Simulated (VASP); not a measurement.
Runs of VASP 6.6.1 on Al15N16 (a cell with a defect). The cell holds a defect, 31 atoms: a = 6.220 Å, b = 6.220 Å, c = 9.960 Å, α = 90.00°, β = 90.00°, γ = 120.00°. 

```csv
task,level,potentials or basis,fixed moment (μB),cell,k mesh,grid for exact exchange (PRECFOCK),screening parameter,mesh quality,moment (μB),largest force (eV/Å)
single point,PBEsol,"VASP PAW PBE potentials, release 64 (Al, N)",3,as given,4 × 4 × 2,-,-,not flagged,3.00,0.02
single point,PBEsol,"VASP PAW PBE potentials, release 64 (Al, N)",1,as given,3 × 3 × 2,-,-,coarse,1.00,0.35
single point,LDA,"VASP PAW LDA potentials, release 64 (Al, N)",3,as given,3 × 3 × 2,-,-,coarse,3.00,0.18
single point,HSE06,"VASP PAW PBE potentials, release 64 (Al, N)",3,as given,2 × 2 × 2,Fast,0.2 1/A,coarse,3.00,(a)
relaxation of the atoms,PBEsol,"VASP PAW PBE potentials, release 64 (Al, N)",3,"atoms relaxed from: atoms moved at random, drawn with an rms of 0.05 Å",3 × 3 × 2,-,-,coarse,3.00,0.02
single point,PBEsol,"VASP PAW PBE potentials, release 64 (Al, N)",-,as given,3 × 3 × 2,-,-,not flagged,3.00,0.02
```

Alike in all rows: spin collinear, ferromagnetic start; cutoff (eV) 450; smearing gaussian 0.03 eV.

Question: Fill in the values left out.

Answer: (a) 0.47.

Caveats: some runs use coarse meshes; the PAW data sets were made with another functional, which shifts forces and pressure a little (some runs); the total moment is fixed, so each spin has its own Fermi level (some runs).
